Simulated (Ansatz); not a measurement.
# Fitting the RPBE+D4 energy curve of Mo

The structure is cubic, space group Im-3m (No. 229). Conventional cell: a = 3.168 Å, b = 3.168 Å, c = 3.168 Å, α = 90.00°, β = 90.00°, γ = 90.00°. Around Mo (site symmetry m-3m) lie 8 Mo at 2.74 Å.

The cell was scaled at fixed shape and fractions and run with Ansatz, Ansatz PAW, cutoff 420 eV; RPBE+D4, k mesh 12 × 12 × 12 on the cell of 1 atom, fermi-dirac occupations of 0.05 eV, no spin polarisation, no spin-orbit coupling. The potentials were made for PBE. Energies are those that the program minimises, any entropy of the smearing included. For a metal such a mesh isn't converged to the digits shown.

```tsv
V (Å³/atom)	energy over the lowest row (meV/atom)
14.9381	9.39
15.2560	0.00
15.5738	2.33
15.8916	?
16.2095	37.37
16.5273	68.02
16.8451	106.19
```

Fit the third-order Birch-Murnaghan form, give V0, B0 and B′, and predict the energy left open.

With y = (V0/V)^(2/3), E = E0 + (9 V0 B0/16) [(y - 1)³ B′ + (y - 1)² (6 - 4y)]. Least squares through the rows shown give V0 = 15.3474 Å³/atom, E0 = -0.47 meV, B0 = 276.0 GPa (1 eV/Å³ = 160.218 GPa) and B′ = 4.34, with a largest miss of 0.02 meV. At V = 15.8916 the form with these constants gives 15.15 meV; the run gave 15.15 meV an atom. Measured volume: 15.59 Å³/atom (pmc:5456621, doi:10.3390/ma9100834), so the fit lies -1.6 % from it. The runs are for a static lattice.
